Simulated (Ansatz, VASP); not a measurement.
# One calculation of NaI, two programs

File INCAR:

```
SYSTEM = NaI
PREC = Accurate
ENCUT = 520
EDIFF = 1E-6
ISMEAR = 0
SIGMA = 0.02
LREAL = .FALSE.
LASPH = .TRUE.
NELM = 80
ALGO = Normal
ISIF = 2
LWAVE = .FALSE.
LCHARG = .FALSE.
GGA = PE
NBANDS = 14
```

File KPOINTS:

```
Automatic mesh
0
G
  6 6 6
  0 0 0
```

File POSCAR:

```
NaI
1.0
    0.0000000000      3.1979981915      3.1979981915
    3.1979981915      0.0000000000      3.1979981915
    3.1979981915      3.1979981915      0.0000000000
Na I
1 1
Direct
    0.5000000000      0.5000000000      0.5000000000
    0.0000000000      0.0000000000      0.0000000000
```

Input for Ansatz:

```yaml
crystal:
  lattice:
    - [0.0, 3.1979981915, 3.1979981915]
    - [3.1979981915, 0.0, 3.1979981915]
    - [3.1979981915, 3.1979981915, 0.0]
  atoms:
    - { symbol: Na, position: [0.5, 0.5, 0.5] }
    - { symbol: I, position: [0.0, 0.0, 0.0] }
basis:
  ecutwfc: 420
kpoints:
  mp_grid: { grid: [6, 6, 6] }
hamiltonian:
  xc: pbe
scf:
  occupations: { method: gaussian, width: 0.02 }
output:
  forces: true
  stress: true
  eigenvalues: true
```

Alike in both runs: task single point; functional PBE; k mesh 6 × 6 × 6; occupations gaussian, width 0.02 eV; no spin polarisation.

|  | VASP | Ansatz |
| --- | --- | --- |
| version | VASP 6.6.1 | Ansatz 0.2.0 |
| potentials or method | VASP PAW PBE potentials, release 64 (Na_pv, I) | scalar-relativistic, plane waves, PAW |
| plane-wave cutoff (eV) | 520 | 420 |
| valence electrons in the cell | 14 | 26 |

```csv
,VASP,Ansatz,Ansatz less VASP
gap on the k mesh at the Fermi level (eV),3.74,3.74,+0.004
least direct gap on the mesh (eV),3.74,3.74,+0.004
pressure (GPa),1.1,1.1,-0.03
```

The functional is the same, so the differences come from potentials, cutoffs and numerics. The two sets of potentials don't hold the same shells in valence.

Caveats: spin-orbit coupling is left out, which moves the levels of the heavy elements. A hybrid or GW would open this gap; PBE tends to underestimate it.
